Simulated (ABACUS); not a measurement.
KCl (Sylvite):

```
K Cl
1.0
     0.00000    3.14647    3.14647
     3.14647    0.00000    3.14647
     3.14647    3.14647    0.00000
K Cl
1 1
Direct
  0.00000 0.00000 0.00000
  0.50000 0.50000 0.50000
```

| Item | Value |
| --- | --- |
| Program | ABACUS 3.10.1 |
| Task | single point |
| Functional | PBE |
| Potentials or basis | PseudoDojo NC SR 0.4.1 PBE standard |
| Cutoff | 1361 eV |
| Density cutoff | 5442 eV |
| Basis | DZP LCAO (the cutoffs set its grid) |
| k mesh | 7 × 7 × 7 |
| Occupations | fermi-dirac, width 0.05 eV |
| Spin | no spin polarisation |

On this cell: pressure 0.8 GPa; largest force zero by symmetry; band gap on the k mesh 5.32 eV, direct.

The same run follows on a disturbed copy (atoms moved at random, drawn with an rms of 0.05 Å):

```xyz
2
Lattice="0.0000 3.1465 3.1465 3.1465 0.0000 3.1465 3.1465 3.1465 0.0000" Properties=species:S:1:pos:R:3 pbc="T T T"
K     0.0311   -0.0414    0.0021
Cl    3.1708    3.1108    3.0997
```

Q: What does the disturbed cell give?

A: The energy moves by +0.9 meV/atom; pressure 0.8 GPa; largest force 0.072 eV/Å; band gap on the k mesh 5.32 eV, direct.

Forces in eV/Å, atoms in the order of the input:
```
K   -0.010  0.008 -0.071
Cl   0.010 -0.008  0.071
```

Caveats: the atomic orbitals were generated for these runs and aren't a published set; the basis of atomic orbitals isn't converged, which shifts pressures, moduli and gaps.

